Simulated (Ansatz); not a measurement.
## Ge: energy against volume and a worked fit

Symmetry: Pm-3m, No. 221, cubic system. The conventional cell has a = 2.710 Å, b = 2.710 Å, c = 2.710 Å, α = 90.00°, β = 90.00°, γ = 90.00°. Around Ge (site symmetry m-3m) lie 6 Ge at 2.71 Å.

This isn't the form of Ge at room conditions, which is diamond.

The cell was scaled at fixed shape and fractions and run with Ansatz, Ansatz PAW (earlier soft set), cutoff 420 eV; PBE, k mesh 10 × 10 × 10 on the cell of 1 atom, fermi-dirac occupations of 0.05 eV, no spin polarisation, no spin-orbit coupling. Energies are those that the program minimises, any entropy of the smearing included. For a metal such a mesh isn't converged to the digits shown.

```tsv
V (Å³/atom)	energy over the lowest row (meV/atom)
18.7181	13.360
19.1164	4.930
19.5146	?
19.9129	0.000
20.3111	2.770
20.7094	8.507
21.1076	16.873
```

Problem. Fit the third-order Birch-Murnaghan form, give V0, B0 and B′, and predict the energy left open.

Solution. With y = (V0/V)^(2/3), E = E0 + (9 V0 B0/16) [(y - 1)³ B′ + (y - 1)² (6 - 4y)]. Least squares through the rows shown give V0 = 19.7790 Å³/atom, E0 = -0.169 meV, B0 = 68.93 GPa (1 eV/Å³ = 160.218 GPa) and B′ = 4.48, with a largest miss of 0.024 meV. At V = 19.5146 the form with these constants gives 0.610 meV; the run gave 0.580 meV an atom.
